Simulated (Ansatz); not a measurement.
**KBr: comparing deformations**

These are results of DFT PBE, scalar-relativistic, plane waves, PAW (Ansatz 0.2.0), not measurements. The runs took a 420 eV cutoff, a Γ-centred 6×6×6 mesh and Gaussian smearing (0.05 eV). No spin polarisation. Energies are free energies at this smearing, counted from the undisturbed cell; pressure is positive in compression.

The starting cell (as given, not relaxed at this level; it stands at 0.8 GPa):

```yaml
crystal:
  lattice:
    - [0.00000, 3.29250, 3.29250]
    - [3.29250, 0.00000, 3.29250]
    - [3.29250, 3.29250, 0.00000]
  atoms:
    - { symbol: K, position: [0.00000, 0.00000, 0.00000] }
    - { symbol: Br, position: [0.50000, 0.50000, 0.50000] }
```

The cell is strained by ε times a Voigt pattern (xx, yy, zz, yz, xz, xy; engineering shear) with fractional coordinates fixed. τ = (1/V0) dE/dε comes from the stress tensor. Of each scan, only the three points used here are listed.

```csv
pattern,ε,τ (GPa)
"(1, 1, 0, 0, 0, 0)",-0.0250,-4.31
"(1, 1, 0, 0, 0, 0)",0.0000,-1.67
"(1, 1, 0, 0, 0, 0)",0.0250,0.27
"(0, 0, 1, 0, 0, 0)",-0.0250,-2.017
"(0, 0, 1, 0, 0, 0)",0.0000,-0.834
"(0, 0, 1, 0, 0, 0)",0.0250,0.011
"(0, 0, 0, 1, 0, 0)",-0.0125,-0.0672
"(0, 0, 0, 1, 0, 0)",0.0000,0.0000
"(0, 0, 0, 1, 0, 0)",0.0125,0.0672
"(0, 0, 0, 0, 1, 0)",-0.0125,-0.0672
"(0, 0, 0, 0, 1, 0)",0.0000,0.0000
"(0, 0, 0, 0, 1, 0)",0.0125,0.0672
```

Task: Which constants do the scans give, and which deformation costs least for the same size of strain tensor?

Result: The slope dτ/dε at zero (parabola through three points) is pᵀCp: (1, 1, 0, 0, 0, 0) gives 2(C11 + C12) = 92 GPa; (0, 0, 1, 0, 0, 0) gives C11 = 41 GPa; (0, 0, 0, 1, 0, 0) gives C44 = 5.4 GPa; (0, 0, 0, 0, 1, 0) gives C44 = 5.4 GPa. The size of the strain tensor, ε:ε, is ε² times 2.0, 1.0, 0.5, 0.5. Per unit of it the stiffnesses are 46, 41, 10.7, 10.7 GPa, so (0, 0, 0, 0, 1, 0) is the softest of these, level with (0, 0, 0, 1, 0, 0) (alike by symmetry): at ε:ε = (1 %)² the quadratic term costs 0.12 meV/atom against 0.51 for the stiffest. The starting stress shifts them by about its own size.

Task: What else follows for this cubic crystal?

Result: From the unrounded slopes C11 = 40.6 and C12 = 5.2 GPa, so B = (C11 + 2 C12)/3 = 17 GPa and the Poisson ratio for a pull along a cube edge is C12/(C11 + C12) = 0.11.

Task: How anisotropic is this cubic crystal?

Result: Zener's ratio 2 C44/(C11 − C12) = 0.30; it is 1 for an isotropic solid.